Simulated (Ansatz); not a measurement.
# BaTiO3: the cost of one run

Method: DFT PBE, scalar-relativistic, plane waves, PAW, in Ansatz 0.2.0.

4 further runs of the same task are left out: 4 set aside as unsound or not needed.

## 1. Starting point

The cell holds 29 atoms (Ba6O18Ti5): a = 7.055 Å, b = 7.055 Å, c = 9.148 Å, α = 74.73°, β = 74.73°, γ = 68.53°.

The coordinates of this cell stand in the input of its own run.

The host was relaxed before at PBE: a = 3.973 Å, b = 5.781 Å, c = 5.831 Å, α = 90.00°, β = 90.00°, γ = 90.00° (conventional cell), 13.390 Å³/atom.

Places, in fractions of the supercell: a vacancy on Ti at (0.821, 0.321, 0.667). Its neighbours start displaced at random by about 0.03 Å.

## 2. Band edges of the host over the zone

Contents of input.yaml:

```yaml
crystal:
  lattice:
    - [3.9725052574, 0.0, 0.0]
    - [0.0, 2.8904445088, 2.9153854155]
    - [0.0, -2.8904445088, 2.9153854155]
  atoms:
    - { symbol: Ba, position: [0.0, 0.0082750946, 0.0082750946] }
    - { symbol: Ti, position: [0.5, 0.5244580684, 0.5244580684] }
    - { symbol: O, position: [0.5, 0.9731675953, 0.4899429154] }
    - { symbol: O, position: [0.5, 0.4899429154, 0.9731675953] }
    - { symbol: O, position: [0.0, 0.4840563263, 0.4840563263] }
basis:
  ecutwfc: 420
  xc_grid: 2
kpoints:
  mp_grid: { grid: [6, 6, 6] }
  band_path: { path: [VBM, CBM], npoints: 2 }
hamiltonian:
  xc: pbe
scf:
  occupations: { method: gaussian, width: 0.02 }
output:
  forces: true
  stress: true
  eigenvalues: true
```

The run is started by

```bash
$ ansatz run input.yaml --threads 8 --pin off --max-ram 16384MiB --backend cpu --events-out ev --progress --plain --runs-dir out
```

What time and memory should one allow on 8 threads of Arm Neoverse V2, shared host?

About 4.9 s, with a peak of 0.44 GiB.
